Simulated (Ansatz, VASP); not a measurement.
One calculation of Hg, two programs

File INCAR:

```
  PREC = Accurate
  ENCUT = 520
  EDIFF = 1E-7
  ISMEAR = -1
  SIGMA = 0.1
  LREAL = False
  LASPH = True
  NELM = 100
  ALGO = Fast
  ISIF = 2
  LWAVE = False
  LCHARG = True
  GGA = PE
  LELF = True
  LVHAR = True
  NBANDS = 19
```

Contents of KPOINTS:

```
Automatic mesh
0
Gamma
  8 8 4
```

File POSCAR:

```
Hg
1.0
    3.5073649910      0.0000000000      0.0000000000
   -1.7536824955      3.0374671812      0.0000000000
    0.0000000000      0.0000000000      5.5597611438
Hg
2
Direct
    0.6666666667      0.3333333333      0.7500000000
    0.3333333333      0.6666666667      0.2500000000
```

Input for Ansatz:

```yaml
crystal:
  lattice:
    - [3.5073649910013422, 0.0, 0.0]
    - [-1.7536824955006711, 3.037467181228295, 0.0]
    - [0.0, 0.0, 5.559761143799239]
  atoms:
    - { symbol: Hg, position: [0.6666666666666666, 0.3333333333333333, 0.75] }
    - { symbol: Hg, position: [0.3333333333333333, 0.6666666666666666, 0.25] }
basis:
  ecutwfc: 500.0
kpoints:
  mp_grid:
    grid: [8, 8, 4]
hamiltonian:
  xc: pbe
  pseudopotentials:
    kind: paw
scf:
  occupations:
    method: fermi_dirac
    width: 0.1
output:
  stress: true
```

Alike in both runs: task single point; functional PBE; k mesh 8 × 8 × 4; occupations fermi-dirac, width 0.1 eV; no spin polarisation.

|  | VASP | Ansatz |
| --- | --- | --- |
| version | VASP 6.6.1 | Ansatz 0.2.0 |
| potentials or method | VASP PAW PBE potentials, release 64 (Hg) | plane waves, PAW |
| plane-wave cutoff (eV) | 520 | 500 |
| valence electrons in the cell | 24 | 40 |

VASP gave:

```
pressure (GPa)                                  : 0.6
largest component of the traceless stress (GPa) : 0.17
```

Question: Estimate Ansatz's values.

Answer: Pressure (GPa): 0.5; largest component of the traceless stress (GPa): 0.17.

The two sets of potentials don't hold the same shells in valence.

The runs have no spin-orbit coupling, so splittings on Hg are missing.
